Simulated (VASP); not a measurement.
Wanted: the native input for a VASP 6.6.1 run.

```yaml
Task: single point
Functional: PBE
Dispersion: D3(BJ)
Potentials_or_basis: VASP PAW PBE potentials, release 64 (Cl, H)
Cutoff: 520 eV
k_mesh: 1 × 1 × 1
Occupations: fermi-dirac, width 0.05 eV
Spin: no spin polarisation
Dipole_correction: no
Further_INCAR_settings: LREAL = Auto; ALGO = Normal; EDIFF = 1e-07; NBANDS = 66
```

The structure of HCl lies in POSCAR:

```
HCl
1.0
    8.4901850000      0.0000000000      0.0000000000
    0.0000000000      8.4901850000      0.0000000000
    0.0000000000      0.0000000000      8.4901850000
Cl H
12 12
Direct
    0.2905237047      0.4471516227      0.2848230044
   -0.0436621817      0.2662603936      0.4296843944
    0.6087146511      0.1227181740      0.6614579070
    0.7222104112      0.8419604520     -0.0400697982
    0.0442746536      0.6491377985      0.6252513932
    0.3293921157      0.0153942464      0.3881658645
    0.0035570485      0.3903566294      0.9959146944
    0.4199437350      0.5280921440      0.7926917965
    0.7038833665      0.7909132722      0.4751604353
    1.1132855173      0.7959661656      0.0775837040
    0.6297389280      0.2185700312      0.1189608943
    0.1228830703      0.0660645204      0.7760608279
    0.2284166953      0.4342661556      0.1337308904
    0.0953100551      0.3348808065      0.3969289244
    0.6532955407      0.0074792245      0.5706000517
    0.6335315426      0.9627823186     -0.0020376470
    0.0229323625      0.6096451373      0.7702776795
    0.3919820357      0.1011285384      0.4978807882
    0.0311065071      0.2683333755      0.8943621370
    0.5595873353      0.4926512202      0.8404528288
    0.5799520270      0.8056243769      0.3882247560
    0.9812624813      0.8663062112      0.0717652207
    0.5087874999      0.1829053195      0.2097716363
    0.0817767811      0.1169703605      0.6422592676
```

The cell was built by a generator and needn't be a form met in nature.

These files were run (other wordings do the same):

INCAR

```
PREC     = Accurate       # precision mode
ENCUT    = 520            # plane-wave cutoff, eV
EDIFF    = 1E-7           # SCF threshold, eV
ISMEAR   = -1             # smearing method
SIGMA    = 0.05           # smearing width, eV
LREAL    = Auto         
LASPH    = True           # aspherical terms in the spheres
NELM     = 80             # most SCF steps
ALGO     = Normal         # electronic algorithm
ISIF     = 2              # what is computed and relaxed
LWAVE    = False          # write WAVECAR
LCHARG   = False          # write CHGCAR
GGA      = PE             # functional
IVDW     = 12             # dispersion correction
NBANDS   = 66             # bands
```

KPOINTS

```
regular mesh
0
Gamma
  1 1 1
```

Potentials or basis: VASP PAW PBE potentials, release 64 (Cl, H).

The run is started by

```sh
$ cat potpaw_PBE.64/Cl/POTCAR potpaw_PBE.64/H/POTCAR > POTCAR
$ mpirun -np 1 vasp_gam > vasp.out
```

Results of the run:

The pressure is -0.2 GPa and the largest force is 1.742 eV/Å. The band gap on the k mesh is 5.29 eV, direct and the dispersion energy per atom is -0.062 eV.

Wall time 63 s on 1 thread of Intel(R) Xeon(R) Platinum 8488C (Sapphire Rapids), with other jobs on the host, peak memory 0.51 GiB.
